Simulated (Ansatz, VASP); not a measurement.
KCl in VASP and in Ansatz

```
K Cl
1.0
     0.00000    3.18918    3.18918
     3.18918    0.00000    3.18918
     3.18918    3.18918    0.00000
K Cl
1 1
Direct
  0.00000 0.00000 0.00000
  0.50000 0.50000 0.50000
```

Alike in both runs: functional PBE; k mesh 6 × 6 × 6; occupations gaussian, width 0.02 eV; no spin polarisation.

Ansatz relaxed the structure, and its values are those at the end. VASP's run is a single point on that final structure, the one shown.

|  | VASP | Ansatz |
| --- | --- | --- |
| version | VASP 6.6.1 | Ansatz 0.2.0 |
| potentials or method | VASP PAW PBE potentials, release 64 (K_sv, Cl) | scalar-relativistic, plane waves, PAW |
| plane-wave cutoff (eV) | 520 | 420 |
| valence electrons in the cell | 16 | 16 |

```tsv
	VASP	Ansatz	Ansatz less VASP
gap on the k mesh at the Fermi level (eV)	5.05	5.05	+0.002
least direct gap on the mesh (eV)	5.05	5.05	+0.002
pressure (GPa)	0.0	0.0	-0.02
```

A hybrid or GW would open this gap; PBE tends to underestimate it.
